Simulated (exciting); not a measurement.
Set up this calculation in exciting (release sodium), as the native input.

| Property | Result |
| --- | --- |
| Task | single point |
| Functional | PBEsol |
| Potentials or basis | all-electron LAPW+lo, shipped species files, valence relativity iora* |
| rgkmax | 9 |
| k mesh | 12 × 12 × 12 |
| Occupations | fermi-dirac, width 0.05 eV |
| Spin | no spin polarisation |
| gmaxvr (cutoff of density and potential) | 14 1/bohr |
| lmaxapw (and lmaxmat) | 10 |
| lmaxvr | 8 |
| nempty | 12 |
| Valence relativity | iora* |
| epsengy | 1e-05 Ha |
| epspot | 1e-05 Ha |
| maxscl | 60 |
| Muffin-tin radii | Pt 2.3 bohr |

Pt:

```
Pt
1.0
    -1.58217    1.58498    1.58466
     1.60292   -1.57978    1.60020
     1.56748    1.56509   -1.57945
Pt
1
Direct
  0.00000 0.00000 0.00000
```

This isn't the form of Pt at room conditions, which is fcc.

The input as run:

input.xml

```xml
<input>
  <title>Pt</title>
  <structure speciespath="./" tshift="false">
    <crystal scale="1">
      <basevect>-2.989872517942 2.995181873564 2.994564500039</basevect>
      <basevect>3.029070710102 -2.985350724579 3.023931543215</basevect>
      <basevect>2.962112346685 2.957590553322 -2.984733351054</basevect>
    </crystal>
    <species speciesfile="Pt.xml" rmt="2.3">
      <atom coord="0.000000000000 0.000000000000 0.000000000000"/>
    </species>
  </structure>
  <groundstate do="fromscratch" ngridk="12 12 12" rgkmax="9" gmaxvr="14" lmaxapw="10" lmaxmat="10" lmaxvr="8" xctype="GGA_PBE_SOL" stype="Fermi Dirac" swidth="0.00183747" nempty="12" ValenceRelativity="iora*" epsengy="1e-05" epspot="1e-05" maxscl="60" tforce="true" outputlevel="normal"/>
  <properties>
    <chargedensityplot>
      <plot3d>
        <box grid="14 14 14">
          <origin coord="0 0 0"/>
          <point coord="1 0 0"/>
          <point coord="0 1 0"/>
          <point coord="0 0 1"/>
        </box>
      </plot3d>
    </chargedensityplot>
    <elfplot>
      <plot3d>
        <box grid="14 14 14">
          <origin coord="0 0 0"/>
          <point coord="1 0 0"/>
          <point coord="0 1 0"/>
          <point coord="0 0 1"/>
        </box>
      </plot3d>
    </elfplot>
    <exccplot>
      <plot3d>
        <box grid="14 14 14">
          <origin coord="0 0 0"/>
          <point coord="1 0 0"/>
          <point coord="0 1 0"/>
          <point coord="0 0 1"/>
        </box>
      </plot3d>
    </exccplot>
  </properties>
</input>
```

Potentials or basis: all-electron LAPW+lo, shipped species files, valence relativity iora*.

Run with:

```bash
$ OMP_NUM_THREADS=1 exciting_smp
```

Results of the run:

```
Band gap on the k mesh                            : none (metal or under the smearing width)
All electrons inside the program's atomic spheres : Pt 75.72 (radii Pt 2.3 bohr)
```

Caveat: the log's total energy holds no entropy term; the free energy is that total less TS from the occupations.

Wall time 7.7 min on 1 thread of Arm Neoverse V2 (shared host), peak memory 0.1 GiB.
